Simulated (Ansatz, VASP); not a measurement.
## KF (Carobbiite) in VASP and in Ansatz

INCAR

```
SYSTEM = KF
PREC = Accurate ; ENCUT = 520
EDIFF = 1E-7 ; ISMEAR = 0
SIGMA = 0.02 ; LREAL = .False.
LASPH = .True. ; NELM = 80
ALGO = Normal ; ISIF = 2
LWAVE = .False. ; LCHARG = .False.
GGA = PE ; NBANDS = 15
```

Contents of KPOINTS:

```
regular mesh
0
Gamma
  8 8 8
  0 0 0
```

File POSCAR:

```
KF
1.0
    0.0000000000      2.7968250912      2.7968250912
    2.7968250912      0.0000000000      2.7968250912
    2.7968250912      2.7968250912      0.0000000000
K F
1 1
Direct
    0.0000000000      0.0000000000      0.0000000000
    0.5000000000      0.5000000000      0.5000000000
```

Input for Ansatz:

```yaml
crystal:
  lattice:
    - [0.0, 2.7968250912, 2.7968250912]
    - [2.7968250912, 0.0, 2.7968250912]
    - [2.7968250912, 2.7968250912, 0.0]
  atoms:
    - { symbol: K, position: [0.0, 0.0, 0.0] }
    - { symbol: F, position: [0.5, 0.5, 0.5] }
basis:
  ecutwfc: 420
kpoints:
  mp_grid: { grid: [8, 8, 8] }
hamiltonian:
  xc: pbe
scf:
  occupations: { method: gaussian, width: 0.02 }
output:
  forces: true
  stress: true
  eigenvalues: true
```

Alike in both runs: task single point; functional PBE; k mesh 8 × 8 × 8; occupations gaussian, width 0.02 eV; no spin polarisation.

|  | VASP | Ansatz |
| --- | --- | --- |
| version | VASP 6.6.1 | Ansatz 0.2.0 |
| potentials or method | VASP PAW PBE potentials, release 64 (K_sv, F) | scalar-relativistic, plane waves, PAW |
| plane-wave cutoff (eV) | 520 | 420 |
| valence electrons in the cell | 16 | 16 |

Ansatz gave:

```
gap on the k mesh at the Fermi level (eV) : 5.52
least direct gap on the mesh (eV)         : 5.52
pressure (GPa)                            : -2.2
```

**Question.** What did VASP give for the same quantities?

**Answer.** gap on the k mesh at the Fermi level (eV): 5.50; least direct gap on the mesh (eV): 5.50; pressure (GPa): -2.2.

A k mesh can miss the band edges.
